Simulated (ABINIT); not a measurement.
## Al in ABINIT: convergence with cutoff

Input of the first run (cutoff 6 Ha); the others differ in this setting and in those tied to it:

The input run.abi:

```
pp_dirpath "./"
pseudos "Al.GGA_PBE-JTH.xml"

acell 3*1.0
rprim
    -3.2105501994     2.9561099151     3.0250698008
     3.0820544921    -2.9912644902     2.9317286686
     3.1376370066     2.9183512974    -3.0602243759
ntypat 1
znucl 13
natom 1
typat 1
xred
    -0.0006930000     0.0123870000     0.0058490000
chkprim 0
chksymtnons 0
tolsym 1.0e-6

ecut 163.268317 eV
pawecutdg 46.0
pawxcdev 0

kptopt 1
ngkpt 12 12 12
nshiftk 1
shiftk 0.0 0.0 0.0

ixc 15

nband 6
occopt 7
tsmear 0.00183747

nstep 100
tolvrs 1.0e-9

iomode 3
prtwf 0
prtden 0
prteig 0
prtebands 0
enunit 2
```

Potentials or basis: JTH PAW PBE v2.0.

The run is started by

```sh
$ abinit run.abi > log 2>&1
```

The cell isn't the ideal one: cell strained at random at fixed volume.

This isn't the form of Al at room conditions, which is fcc.

Hardware: 1 thread of Arm Neoverse V1, with other jobs on the host.

| cutoff | energy less the tightest run, at zero smearing (meV/atom) | SCF cycles | CPU time (s) | peak memory (GiB) |
| --- | --- | --- | --- | --- |
| 6 Ha | 45.10 | 7 | 7.5 | 0.09 |
| 7.5 Ha | 32.75 | 7 | 12 | 0.09 |
| 9 Ha | 23.56 | 7 | 13 | 0.1 |
| 10.5 Ha | 15.59 | 7 | 14 | 0.11 |
| 13 Ha | 6.91 | 7 | 21 | 0.12 |
| 15 Ha | 3.34 | 7 | 25 | 0.13 |
| 17 Ha | 1.68 | 7 | 27 | 0.14 |
| 20 Ha | 0.44 | 7 | 45 | 0.16 |
| 24 Ha | 0.00 | 7 | 49 | 0.19 |

Against the tightest run, the energy stays within 1 meV/atom from 20 Ha on. The tightest run that finished is the yardstick and may itself not be fully converged.
